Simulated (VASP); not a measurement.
# SnSe (Fm-3m) in VASP: further runs

The runs below take SnSe through single point, relaxation of cell and atoms, with PBEsol.

All numbers are computed with VASP 6.6.1; they aren't measurements. Logs are shortened: lines on timing, memory, paths and dates and some standing lists are left out, and cuts for length are marked.

**1. The crystal as given**

It takes space group Fm-3m (No. 225, cubic). Conventional cell: a = 5.978 Å, b = 5.978 Å, c = 5.978 Å, α = 90.00°, β = 90.00°, γ = 90.00°. Sn (site symmetry m-3m) has 6 Se at 2.99 Å as nearest neighbours. Se (site symmetry m-3m) is surrounded by 6 Sn at 2.99 Å.

Measurements of this composition are mostly on another form, of space group No. 62.

**2. Single point, PBEsol (relaxed again under DFT PBEsol, scalar-relativistic, plane waves, PAW)**

The input, INCAR:

```
SYSTEM = SnSe
PREC = Accurate
ENCUT = 520
EDIFF = 1E-7
ISMEAR = 0
SIGMA = 0.02
LREAL = .False.
LASPH = .True.
NELM = 60
ALGO = Fast
ISIF = 2
LWAVE = .False.
LCHARG = .False.
GGA = PS
NBANDS = 17
```

The input, KPOINTS:

```
Automatic mesh
0
Gamma
  10 10 10
  0 0 0
```

The input, POSCAR:

```
SnSe
1.0
    0.0000000000      2.9749674718      2.9749674718
    2.9749674718      0.0000000000      2.9749674718
    2.9749674718      2.9749674718      0.0000000000
Sn Se
1 1
Direct
    0.0000000000      0.0000000000      0.0000000000
    0.5000000000      0.5000000000      0.5000000000
```

Potentials or basis: VASP PAW PBE potentials, release 64 (Sn_d, Se).

The run is started by

```bash
cat potpaw_PBE.64/Sn_d/POTCAR potpaw_PBE.64/Se/POTCAR > POTCAR
mpirun -np 1 vasp_std > vasp.out
```

OUTCAR:

```text
SYSTEM = SnSe
   PREC = Accurate
   ENCUT = 520
   EDIFF = 1E-7
   ISMEAR = 0
   LREAL = .False.
   LASPH = .True.
   NELM = 60
   ISIF = 2
   GGA = PS

 ion  position               nearest neighbor table
   1  0.000  0.000  0.000-   2 2.97   2 2.97   2 2.97   2 2.97   2 2.97   2 2.97
   2  0.500  0.500  0.500-   1 2.97   1 2.97   1 2.97   1 2.97   1 2.97   1 2.97

  LATTYP: Found a face centered cubic cell.
 ALAT       =     5.9499349436

  Lattice vectors:

 A1 = (   0.0000000000,   2.9749674718,   2.9749674718)
 A2 = (   2.9749674718,   0.0000000000,   2.9749674718)
 A3 = (   2.9749674718,   2.9749674718,   0.0000000000)

Analysis of symmetry for initial positions (statically):
=====================================================================
 Subroutine PRICEL returns:
 Original cell was already a primitive cell.

 Routine SETGRP: Setting up the symmetry group for a
 face centered cubic supercell.

 Subroutine GETGRP returns: Found 48 space group operations
 (whereof 48 operations were pure point group operations)
 out of a pool of 48 trial point group operations.

The static configuration has the point symmetry O_h .

Analysis of symmetry for dynamics (positions and initial velocities):
=====================================================================
 Subroutine PRICEL returns:
 Original cell was already a primitive cell.

 Routine SETGRP: Setting up the symmetry group for a
 face centered cubic supercell.

 Subroutine GETGRP returns: Found 48 space group operations
 (whereof 48 operations were pure point group operations)
 out of a pool of 48 trial point group operations.

The dynamic configuration has the point symmetry O_h .

 Subroutine INISYM returns: Found 48 space group operations
 (whereof 48 operations are pure point group operations),
 and found     1 'primitive' translations

----------------------------------------------------------------------------------------

                                     Primitive cell

  volume of cell :      52.6595

  direct lattice vectors                    reciprocal lattice vectors
     0.000000000  2.974967472  2.974967472    -0.168069065  0.168069065  0.168069065
     2.974967472  0.000000000  2.974967472     0.168069065 -0.168069065  0.168069065
     2.974967472  2.974967472  0.000000000     0.168069065  0.168069065 -0.168069065

  length of vectors
     4.207239346  4.207239346  4.207239346     0.291104159  0.291104159  0.291104159

  position of ions in fractional coordinates (direct lattice)
     0.000000000  0.000000000  0.000000000
     0.500000000  0.500000000  0.500000000

  ion indices of the primitive-cell ions
   primitive index   ion index
[... 77 lines left out ...]
   NSW    =      0    number of steps for IOM
   IBRION =     -1    ionic relax: 0-MD 1-quasi-New 2-CG
   NFREE  =      0    steps in history (QN), initial steepest desc. (CG)
   ISIF   =      2    stress and relaxation
   ISYM   =      2    0-nonsym 1-usesym 2-fastsym
   POTIM  = 0.5000    time-step for ionic-motion
   TEBEG  =    0.0;   TEEND  =   0.0 temperature during run
   PSTRESS=    0.0 pullay stress
   NELECT =      20.0000    total number of electrons
   NUPDOWN=      -1.0000    fix difference up-down
   EMIN   =  10.00;   EMAX   =-10.00  energy-range for DOS
   EFERMI =   0.00;   METHOD = LEGACY
   ISMEAR =     0;   SIGMA  =   0.02  broadening in eV -4-tet -1-fermi 0-gaus
   EFERMI_NEDOS =   21; number of points for ismear=-14 and -15
   IALGO  =     68    algorithm
   IMIX   =      4    mixing-type and parameters
     AMIX     =   0.40;   BMIX     =  1.00
     AMIX_MAG =   1.60;   BMIX_MAG =  1.00
  volume/ion in A,a.u.               =      26.33       177.68
  Fermi-wavevector in a.u.,A,eV,Ry     =   1.185567  2.240396 19.123915  1.405568
  Thomas-Fermi vector in A             =   2.321758
   LORBIT       =      0    0 simple, 1 ext, 2 COOP (PROOUT), +10 PAW based schemes
   GGA     = PS    functional components
   LHFCALC =     F    Hartree Fock is set to
   AEXX    =    0.0000 exact exchange contribution
   IVDW    =     0    specifies the selected vdW correction
   LEPSILON=     F    determine dielectric tensor
   LRPA    =     F    only Hartree local field effects (RPA)
 non-spin polarized calculation
 RMM-DIIS sequential band-by-band and
 Gauss-broadening in eV      SIGMA  =   0.02
  energy-cutoff  :      520.00
  volume of cell :       52.66
 maximum number of plane-waves:      1430
   NGX = 15   NGY = 15   NGZ = 15

 number of electron      20.0000007 magnetization

 Free energy of the ion-electron system (eV)
  ---------------------------------------------------
  ext. energy  EPLUGINS =         0.00000000
  ---------------------------------------------------
  free energy    TOTEN  =        -8.97774532 eV

  energy without entropy =       -8.97774532  energy(sigma->0) =       -8.97774532

 E-fermi :   5.9471     XC(G=0):  -9.9338

 val. band max:        5.8047426360   @ k =  -0.2000   0.2000   0.0000
 cond. band min:       6.2799974735   @ k =  -0.4000   0.1000   0.0000
 fundamental gap:      0.4752548375
 Fermi energy:         5.9471195206

 k-point     1 :       0.0000    0.0000    0.0000
  band No.  band energies     occupation
      1     -15.6400      2.00000
      2     -15.6400      2.00000
      3     -15.6392      2.00000
      4     -15.6392      2.00000
      5     -15.6392      2.00000
      6      -8.2804      2.00000
[... 457 lines left out ...]
      4     -15.6234      2.00000
      5     -15.6224      2.00000
      6      -7.2606      2.00000
[... 9 lines left out ...]
     16      16.5956      0.00000
     17      17.2832      0.00000

 [... further k-points ...]

------------------------ aborting loop because EDIFF is reached ----------------------------------------

  FORCE on cell =-STRESS in cart. coord.  units (eV):
  Direction    XX          YY          ZZ          XY          YZ          ZX
  --------------------------------------------------------------------------------------
  -------------------------------------------------------------------------------------
  Total        0.0057227      0.0057227      0.0057227     -0.0000000      0.0000000      0.0000000
  in kB        0.1741145      0.1741145      0.1741145     -0.0000000      0.0000000      0.0000000
  external PRESSURE =       0.1741145 kB  Pullay stress =       0.0000000 kB

 VOLUME and BASIS-vectors are now :
 -----------------------------------------------------------------------------
  energy-cutoff  :      520.00
  volume of cell :       52.66
      direct lattice vectors                 reciprocal lattice vectors
     0.000000000  2.974967472  2.974967472    -0.168069065  0.168069065  0.168069065
     2.974967472  0.000000000  2.974967472     0.168069065 -0.168069065  0.168069065
     2.974967472  2.974967472  0.000000000     0.168069065  0.168069065 -0.168069065

 POSITION                                       TOTAL-FORCE (eV/Angst)
 -----------------------------------------------------------------------------------
      0.00000      0.00000      0.00000        -0.000000      0.000000     -0.000000
      2.97497      2.97497      2.97497         0.000000     -0.000000      0.000000
 -----------------------------------------------------------------------------------
    total drift:                                0.000000     -0.000000     -0.000000

  FREE ENERGIE OF THE ION-ELECTRON SYSTEM (eV)
  ---------------------------------------------------
  free  energy   TOTEN  =        -8.9777453224 eV

  energy  without entropy=       -8.9777453224  energy(sigma->0) =       -8.97774532
```

OSZICAR:

```text
N       E                     dE             d eps       ncg     rms          rms(c)
DAV:   1     0.130823525646E+03    0.13082E+03   -0.98741E+03  1639   0.147E+03
DAV:   2     0.328664097789E+01   -0.12754E+03   -0.12396E+03  1744   0.345E+02
DAV:   3    -0.882314407064E+01   -0.12110E+02   -0.12007E+02  1955   0.922E+01
DAV:   4    -0.912603198498E+01   -0.30289E+00   -0.30270E+00  1902   0.155E+01
DAV:   5    -0.913465455064E+01   -0.86226E-02   -0.86223E-02  2376   0.256E+00    0.317E+00
RMM:   6    -0.898320651293E+01    0.15145E+00   -0.16427E-01  2002   0.249E+00    0.190E+00
RMM:   7    -0.897836805128E+01    0.48385E-02   -0.47050E-02  1906   0.953E-01    0.874E-01
RMM:   8    -0.897799762321E+01    0.37043E-03   -0.50645E-03  2034   0.762E-01    0.113E-01
RMM:   9    -0.897772201636E+01    0.27561E-03   -0.13606E-03  2144   0.290E-01    0.453E-02
RMM:  10    -0.897773623992E+01   -0.14224E-04   -0.26975E-04  2256   0.171E-01    0.103E-02
RMM:  11    -0.897774440635E+01   -0.81664E-05   -0.65812E-05  2461   0.726E-02    0.356E-03
RMM:  12    -0.897774551595E+01   -0.11096E-05   -0.12619E-05  2596   0.321E-02    0.506E-03
RMM:  13    -0.897774553130E+01   -0.15350E-07   -0.20672E-06  2307   0.101E-02    0.270E-03
RMM:  14    -0.897774531168E+01    0.21962E-06   -0.43194E-07  1979   0.719E-03    0.140E-03
RMM:  15    -0.897774532239E+01   -0.10710E-07   -0.90107E-08  1313   0.290E-03
   1 F= -.89777453E+01 E0= -.89777453E+01  d E =-.132582E-25
```

Wall time 16 s (1 thread of Intel Xeon 6975P-C (Granite Rapids), shared host); peak memory 0.19 GiB.

What came out:

- Free energy: -8.9777 eV
- Pressure: 0.0 GPa
- Band gap on the k mesh: 0.48 eV, indirect (least direct gap 0.58 eV)

Levels at points of the mesh, in eV from the valence-band top:
| k point | band 6 | band 7 | band 8 | band 9 | band 10 | band 11 | band 12 | band 13 | band 14 | band 15 |
| --- | --- | --- | --- | --- | --- | --- | --- | --- | --- | --- |
| (0.00, 0.00, 0.00) | -14.09 | -4.96 | -2.25 | -2.25 | -2.25 | 4.45 | 4.45 | 4.45 | 5.80 | 5.80 |
| (0.50, 0.00, 0.00) | -13.06 | -8.23 | -1.99 | -1.99 | -0.08 | 0.73 | 1.22 | 1.22 | 8.26 | 10.22 |
| (0.50, 0.50, 0.00) | -12.75 | -6.01 | -5.72 | -3.78 | -3.78 | 2.83 | 5.56 | 5.56 | 6.20 | 10.60 |

Caveat: the PAW data sets were made with another functional, which shifts forces and pressure a little; spin-orbit coupling is left out, which moves the levels of the heavy elements. A k mesh can miss the band edges.

**3. Relaxation of cell and atoms, PBEsol**

The input, INCAR:

```
ALGO     = Normal         # electronic algorithm
EDIFF    = 1E-7           # SCF threshold, eV
EDIFFG   = -0.005         # ionic threshold
ENCUT    = 600            # plane-wave cutoff, eV
GGA      = PS             # functional
IBRION   = 2              # ionic algorithm
ISIF     = 3              # what is computed and relaxed
ISMEAR   = 0              # smearing method
LASPH    = True           # aspherical terms in the spheres
LCHARG   = False          # write CHGCAR
LREAL    = False          # projectors in reciprocal space
LWAVE    = False          # write WAVECAR
NELM     = 100            # most SCF steps
NSW      = 70             # ionic steps
PREC     = Accurate       # precision mode
SIGMA    = 0.02           # smearing width, eV
```

The input, KPOINTS:

```
k-points
0
Gamma
  10 10 10
```

The input, POSCAR:

```
SnSe
1.0
    0.0000000000      2.9887688240      2.9887688240
    2.9887688240      0.0000000000      2.9887688240
    2.9887688240      2.9887688240      0.0000000000
Sn Se
1 1
Direct
    0.0000000000      0.0000000000      0.0000000000
    0.5000000000      0.5000000000      0.5000000000
```

Potentials or basis: VASP PAW PBE potentials, release 64 (Sn_d, Se).

The run is started by

```bash
cat potpaw_PBE.64/Sn_d/POTCAR potpaw_PBE.64/Se/POTCAR > POTCAR
mpirun -np 1 vasp_std > vasp.out
```

Run time: 37 s. Hardware: 1 thread of Intel Xeon 6975P-C (Granite Rapids), shared host; peak memory 0.24 GiB.

Results (log left out):

* Free energy: -8.9781 eV
* Relaxed volume: 26.35 Å³/atom
* Relaxed cell: a = 4.208 Å, b = 4.208 Å, c = 4.208 Å, α = 60.00°, β = 60.00°, γ = 60.00°
* Space group after relaxing (to 0.05 Å): Fm-3m (No. 225)
* Energy gained by relaxing: 0.8 meV/atom
* Ionic steps: 3
* Pressure after relaxing: 0.0 GPa
* Band gap on the k mesh: 0.48 eV, indirect (least direct gap 0.58 eV)

Step by step:
```csv
step,energy change (eV),largest force (eV/Å),pressure (GPa),volume (Å³)
1,0.0000,0.0000,-0.72,53.40
2,-0.0014,0.0000,0.24,52.48
3,-0.0016,0.0000,0.00,52.71
```

Final structure:
```
CELL_PARAMETERS angstrom
0.00000 2.97583 2.97583
2.97583 0.00000 2.97583
2.97583 2.97583 0.00000
ATOMIC_POSITIONS crystal
Sn 0.00000 0.00000 0.00000
Se 0.50000 0.50000 0.50000
```

Levels at points of the mesh, in eV from the valence-band top:
| k point | band 6 | band 7 | band 8 | band 9 | band 10 | band 11 | band 12 | band 13 | band 14 |
| --- | --- | --- | --- | --- | --- | --- | --- | --- | --- |
| (0.00, 0.00, 0.00) | -14.08 | -4.96 | -2.24 | -2.24 | -2.24 | 4.45 | 4.45 | 4.45 | 5.80 |
| (0.50, 0.00, 0.00) | -13.06 | -8.22 | -1.99 | -1.99 | -0.07 | 0.73 | 1.23 | 1.23 | 8.26 |
| (0.50, 0.50, 0.00) | -12.74 | -6.01 | -5.71 | -3.77 | -3.77 | 2.84 | 5.55 | 5.55 | 6.19 |

Caveat: the PAW data sets were made with another functional, which shifts forces and pressure a little; spin-orbit coupling is left out, which moves the levels of the heavy elements.
